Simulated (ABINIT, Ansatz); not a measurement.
# A GW chain in ABINIT: SiC (P6_3mc), part 3 of 3

Wanted: ground state, empty states, screening and self-energy for SiC (P6_3mc).

ABINIT 10.8.3; PBE and many-body steps on it, plane waves. Known limits of the many-body steps: not at the basis limit; coarse k mesh.

So far. Step 3 (Bands along the symmetry lines): The gap is 2.022 eV, −0.004 eV from the run before at this level. Step 4 (Empty states on the mesh, 6×6×1 mesh, 898 bands): On this mesh the gap is 2.027 eV.

### 5. Screening, 6×6×1 mesh, 818 bands, screening to 272.1 eV

The RPA dielectric matrix is built and inverted for each q.

This step: RPA screening on PBE, plane waves, norm-conserving pseudopotentials.

run.abi

```
acell 3*1.0 Angstrom
rprim 
  3.076621010229 -0.000000000007 0.000000000000
  -1.538310505109 2.664431952678 0.000000000000
  0.000000000000 0.000000000000 15.098084320000
ntypat 2
znucl 14 6
natom 12
typat 1 1 1 1 1 1 2 2 2 2 2 2
xred 
  0.333333333333 0.666666666667 0.832986150000
  0.666666666667 0.333333333333 0.332986150000
  0.666666666667 0.333333333333 0.666500600000
  0.333333333333 0.666666666667 0.166500600000
  0.000000000000 0.000000000000 0.499729420000
  0.000000000000 0.000000000000 0.999729420000
  0.000000000000 0.000000000000 0.874366410000
  0.000000000000 0.000000000000 0.374366410000
  0.333333333333 0.666666666667 0.707996780000
  0.666666666667 0.333333333333 0.207996780000
  0.666666666667 0.333333333333 0.541521640000
  0.333333333333 0.666666666667 0.041521640000
pp_dirpath "pseudos"
pseudos "Si.upf, C.upf"
ecut 37
ngkpt 6 6 1
nshiftk 1
shiftk 0 0 0
kptopt 1
chksymbreak 0
istwfk *1
occopt 1
irdwfk 1
optdriver 3
nband 818
ecuteps 10
inclvkb 2
awtr 1
symchi 1
indata_prefix "in"
outdata_prefix "out"
tmpdata_prefix "tmp"
```

Started as:

```bash
OMP_NUM_THREADS=1 mpirun -n 16 abinit run.abi > log
```

Numbers of over 12 decimals in the logs are rounded to 6 here.

What it wrote:

```text
.Version 10.8.3 of ABINIT. v10.8.2 released Aug 2026.

 Symmetries : space group P6_3 m c (#186); Bravais hP (primitive hexag.)
[... echo of the input left out ...]
== DATASET  1 ==================================================================
-   mpi_nproc: 16, omp_nthreads: 1 (-1 if OMP is not activated)

--- !DatasetInfo
iteration_state: {dtset: 1, }
dimensions: {natom: 12, nkpt: 7, mband: 818, nsppol: 1, nspinor: 1, nspden: 1, mpw: 9054, }
cutoff_energies: {ecut:  37.0, pawecutdg:  -1.0, }
electrons: {nelect:   4.80000000E+01, charge:   0.00000000E+00, occopt:   1.00000000E+00, tsmear:   1.00000000E-02, }

 SCREENING: Calculation of the susceptibility and dielectric matrices

 Based on a program developped by R.W. Godby, V. Olevano, G. Onida, and L. Reining.
 Incorporated in ABINIT by V. Olevano, G.-M. Rignanese, and M. Torrent.
.Using double precision arithmetic ; gwpc =  8

[... cell and pseudopotentials left out ...]
--------------------------------------------------------------------------------

 ==== K-mesh for the wavefunctions ====
 Number of points in the irreducible wedge :     7
[... list of points left out ...]
 Together with 12 symmetry operations and time-reversal symmetry
 yields    36 points in the full Brillouin Zone.

 ==== Q-mesh for the screening function ====
 Number of points in the irreducible wedge :     7
[... list of points left out ...]
 Together with 12 symmetry operations and time-reversal symmetry
 yields    36 points in the full Brillouin Zone.

 setmesh: FFT mesh size selected  =    24x   24x  120
          total number of points  =        69120

 vcoul_init : cutoff-mode = AUXILIARY_FUNCTION
 q-points for optical limit:   1
     1)      0.000010    0.000020    0.000030

- screening: taking advantage of time-reversal symmetry
- Maximum band index for partially occupied states nbvw = 24
- Remaining bands to be divided among processors   nbcw = 794
- Number of bands treated by each node ~49

 Number of electrons calculated from density =   48.0000; Expected =   48.0000
 average of density, n =  0.057470
 r_s =    1.6075
 omega_plasma =   23.1248 [eV]

 calculating chi0 at frequencies [eV] :
  1    0.000000E+00    0.000000E+00
  2    0.000000E+00    2.312478E+01

--------------------------------------------------------------------------------
  q-point number  1        q = ( 0.000000, 0.000000, 0.000000) [r.l.u.]
--------------------------------------------------------------------------------
[... chi0 elements left out ...]
 For q-point:  0.000010 0.000020 0.000030
  dielectric constant =   6.9610
  dielectric constant without local fields =   7.6148

  Average fulfillment of the sum rule on Im[epsilon] for q-point    1 :     96.53  [%]
[... wings left out ...]
  q-point number  2        q = ( 0.166667, 0.000000, 0.000000) [r.l.u.]
--------------------------------------------------------------------------------
[... chi0 elements left out ...]
  Average fulfillment of the sum rule on Im[epsilon] for q-point    2 :     96.56  [%]

 [... 5 further q-points ...]
```

The job ended after 22 min (16 MPI ranks of AMD EPYC 7R43, shared host; peak memory 13 GiB).

Numbers from this step:

```yaml
eps_infinity_with_local_fields_on_this_mesh_along_the_program_s_q_direction: 6.961
the_same_without_local_fields: 7.615
plasma_frequency: 23.12 eV
plane_waves_in_the_screening_matrix: 1211
```

Local fields lower ε∞ by 9 %. On a Γ-centred mesh this coarse the value itself is usually too large, while a short band sum pulls it down.

### 6. Self-energy, 6×6×1 mesh, 818 bands, screening to 272.1 eV

The self-energy is evaluated for the states that the input lists, and the levels follow from it, in one-shot runs by the linearised quasiparticle equation.

This step: G0W0 on PBE, plane waves, norm-conserving pseudopotentials.

Edit run.abi of step 5 so:

```diff
@@ -33,8 +33,17 @@
 irdwfk 1
-optdriver 3
+optdriver 4
 nband 818
+gwcalctyp 0
+ecutsigx 37
+symsigma 1
+nkptgw 2
+kptgw 
+  0.0000000000 0.0000000000 0.0000000000
+  0.5000000000 0.0000000000 0.0000000000
+bdgw 
+  23 26
+  23 26
 ecuteps 10
-inclvkb 2
-awtr 1
-symchi 1
+irdscr 1
+ppmodel 1
 indata_prefix "in"
```

What it wrote:

```text
.Version 10.8.3 of ABINIT. v10.8.2 released Aug 2026.

 Symmetries : space group P6_3 m c (#186); Bravais hP (primitive hexag.)
[... echo of the input left out ...]
== DATASET  1 ==================================================================
-   mpi_nproc: 16, omp_nthreads: 1 (-1 if OMP is not activated)

--- !DatasetInfo
iteration_state: {dtset: 1, }
dimensions: {natom: 12, nkpt: 7, mband: 818, nsppol: 1, nspinor: 1, nspden: 1, mpw: 9054, }
cutoff_energies: {ecut:  37.0, pawecutdg:  -1.0, }
electrons: {nelect:   4.80000000E+01, charge:   0.00000000E+00, occopt:   1.00000000E+00, tsmear:   1.00000000E-02, }

 SIGMA: Calculation of the GW corrections

 Based on a program developped by R.W. Godby, V. Olevano, G. Onida, and L. Reining.
 Incorporated in ABINIT by V. Olevano, G.-M. Rignanese, and M. Torrent.
.Using double precision arithmetic ; gwpc =  8

[... cell and pseudopotentials left out ...]
--------------------------------------------------------------------------------

 ==== K-mesh for the wavefunctions ====
 Number of points in the irreducible wedge :     7
[... list of points left out ...]
 Together with 12 symmetry operations and time-reversal symmetry
 yields    36 points in the full Brillouin Zone.

 ==== Q-mesh for screening function ====
 Number of points in the irreducible wedge :     7
[... list of points left out ...]
 Together with 12 symmetry operations and time-reversal symmetry
 yields    36 points in the full Brillouin Zone.

 vcoul_init : cutoff-mode = AUXILIARY_FUNCTION
 q-points for optical limit:   1
     1)      0.000010    0.000020    0.000030
 setmesh: FFT mesh size selected  =    27x   27x  160
          total number of points  =       116640

 Number of electrons calculated from density =   48.0000; Expected =   48.0000
 average of density, n =  0.057470
 r_s =    1.6075
 omega_plasma =   23.1248 [eV]

 === KS Band Gaps ===
  >>>> For spin  1
   Minimum direct gap =   3.1302 [eV], located at k-point      :   0.5000  0.0000  0.0000
   Fundamental gap    =   2.0267 [eV], Top of valence bands at :   0.0000  0.0000  0.0000
                                       Bottom of conduction at :   0.5000  0.0000  0.0000
 SIGMA fundamental parameters:
 PLASMON POLE MODEL  1
 number of plane-waves for SigmaX                 8941
 number of plane-waves for SigmaC and W           1211
 number of plane-waves for wavefunctions          8941
 number of bands                                   818
 number of independent spin polarizations            1
 number of spinorial components                      1
 number of k-points in IBZ                           7
 number of q-points in IBZ                           7
 number of symmetry operations                      12
 number of k-points in BZ                           36
 number of q-points in BZ                           36
 number of frequencies for dSigma/dE                 9
 frequency step for dSigma/dE [eV]                0.25
 number of omega for Sigma on real axis              0
 max omega for Sigma on real axis  [eV]           0.00
 zcut for avoiding poles [eV]                     0.10

 EPSILON^-1 parameters (SCR file):
 dimension of the eps^-1 matrix on file           1211
 dimension of the eps^-1 matrix used              1211
 number of plane-waves for wavefunctions          8941
 number of bands                                   818
 number of q-points in IBZ                           7
 number of frequencies                               2
 number of real frequencies                          1
 number of imag frequencies                          1

 matrix elements of self-energy operator (all in [eV])

 Perturbative Calculation

--- !SelfEnergy_ee
iteration_state: {dtset: 1, }
kpoint     : [   0.000,    0.000,    0.000, ]
spin       : 1
KS_gap     :    5.203
QP_gap     :    6.120
Delta_QP_KS:    0.917
data: !SigmaeeData |
     Band     E0 <VxcDFT>   SigX SigC(E0)      Z dSigC/dE  Sig(E)    E-E0       E
       23   6.915 -14.969 -17.624   1.845   0.791  -0.264 -15.610  -0.641   6.274
       24   6.915 -14.969 -17.624   1.845   0.791  -0.264 -15.610  -0.641   6.274
       25  12.118 -12.157  -6.935  -4.880   0.805  -0.242 -11.881   0.276  12.393
       26  12.288 -12.102  -6.844  -4.922   0.805  -0.243 -11.831   0.271  12.558

--- !SelfEnergy_ee
iteration_state: {dtset: 1, }
kpoint     : [   0.500,    0.000,    0.000, ]
spin       : 1
KS_gap     :    3.130
QP_gap     :    4.034
Delta_QP_KS:    0.904
data: !SigmaeeData |
     Band     E0 <VxcDFT>   SigX SigC(E0)      Z dSigC/dE  Sig(E)    E-E0       E
       23   5.248 -13.924 -17.012   2.087   0.790  -0.266 -14.714  -0.790   4.458
       24   5.811 -14.516 -17.634   2.144   0.789  -0.268 -15.284  -0.768   5.043
       25   8.942 -10.944  -6.767  -4.011   0.816  -0.225 -10.808   0.136   9.077
       26   9.134 -10.790  -6.503  -4.115   0.817  -0.223 -10.649   0.141   9.275

== END DATASET(S) ==============================================================
================================================================================

 -outvars: echo values of variables after computation  --------
           etotal      0.0000000000E+00
            nband         818
             nkpt           7
          spgroup         186
 [... the other variables as echoed above ...]

 Calculation completed.
```

It took 8.2 min on 16 MPI ranks; peak memory 19 GiB; 2.2 h of CPU time.

Numbers from this step:

| Quantity | Value |
| --- | --- |
| G0W0 gap on the points computed | 2.803 eV |
| starting gap on the mesh | 2.027 eV |
| k of the valence top | 0, 0, 0 |
| k of the conduction bottom | 0.5, 0, 0 |
| Z at the valence top | 0.791 |
| Z at the conduction bottom | 0.816 |
| least direct G0W0 gap on the computed points | 4.034 eV |

The gap on the mesh goes from 2.03 eV to 2.80 eV, a correction of +0.78 eV.

Limits: finite bands, cutoff and mesh; coarse k mesh. v1 is the top filled band, c1 the lowest empty one. The levels before and after the correction (eV, zero at the valence-band top of each column):

```csv
,conduction bottom,valence top
Kohn-Sham,2.03,0.00
G0W0,2.80,0.00
```

```csv
,level,energy (eV)
Kohn-Sham,Γ v2-v1,0.000
Kohn-Sham,Γ c1,5.203
Kohn-Sham,Γ c2,5.373
Kohn-Sham,(0.5 0 0) v2,-1.667
Kohn-Sham,(0.5 0 0) v1,-1.104
Kohn-Sham,(0.5 0 0) c1,2.027
Kohn-Sham,(0.5 0 0) c2,2.219
G0W0,Γ v2-v1,0.000
G0W0,Γ c1,6.119
G0W0,Γ c2,6.284
G0W0,(0.5 0 0) v2,-1.816
G0W0,(0.5 0 0) v1,-1.231
G0W0,(0.5 0 0) c1,2.803
G0W0,(0.5 0 0) c2,3.001
```

### 7. Where the time went

Times are wall times on 16 MPI ranks of AMD EPYC 7R43, shared host, good to a factor of about two.

```csv
step,time,share,memory (GiB)
ground state,26 s,1 %,1.7
bands along the symmetry lines,32 s,1 %,1.5
empty states on the mesh,21 min,41 %,2.5
screening,22 min,42 %,13
self-energy,8.2 min,16 %,19
```

### 8. Results

```yaml
pbe_gap: 2.02 eV, indirect
g0w0_gap_on_the_mesh: 2.80 eV
gw_settings: 6×6×1 mesh, 818 bands, screening to 272.1 eV, Godby-Needs plasmon pole
known_limits: not at the basis limit; coarse k mesh
```

What this shows: G0W0 moves the gap on the mesh from 2.03 eV to 2.80 eV (+0.78 eV), with Z of 0.79 and 0.82 at the edges. Local fields lower the RPA ε∞ on this mesh from 7.61 to 6.96; a Γ-centred mesh this coarse tends to raise both, most where the direct gap is narrow, while a short band sum lowers them. Only 2 of the mesh's irreducible points were corrected, so a valley elsewhere could overtake. Against experiment, by G0W0@PBE: the gap of 2.80 eV lies −0.20 eV from the measured 3 eV (optical, 2017); the gap of 2.80 eV lies −0.22 eV from the measured 3.02 eV (kind not stated, quoted 2020); the gap of 2.80 eV lies −0.23 eV from the measured 3.03 eV (indirect, quoted 2018). An exciton line or allowed optical edge lies below the quasiparticle gap by the binding energy; a forbidden edge can push the onset above it. The calculation has static nuclei and no excitons; a measured gap holds zero-point and thermal motion, which mostly lowers it. Bands and cutoff are finite, so the gap is not at the basis limit. The miss can reach some tenths of an eV and take either sign; the mesh is an error of its own. In the G0W0 run levels were corrected at 2 k points alone, so a gap called «on the mesh» is the least over those, and an edge elsewhere would be missed. The 6×6×1 mesh is coarse for this cell, which bears on the long-range parts of exchange and screening.

[Paths, hosts, dates, memory and timing lines, banners, echoed tables and standing remarks are left out of the program output.]

[Logs are printed without paths, hosts, clocks, repeated set-up lines and the standing remarks that a program may print on its own settings, such as how far it seeks lower states.]

[Runs of the session that timed out or met a known fault of the program may be left out.]

[Hosts, paths, dates, database ids (printed as entryN), source tags and the programs' standing remarks are cut or masked in the printed files.]

[G0W0 gaps are taken among the corrected bands and points alone; a level outside them can change the order at an edge.]

[Where Ansatz stands beside ABINIT at settings called matched, ABINIT's density can come from a denser mesh and the files from another edition; pairs whose starting gaps differed by over 0.03 eV were left out, so agreement reads better than it is.]
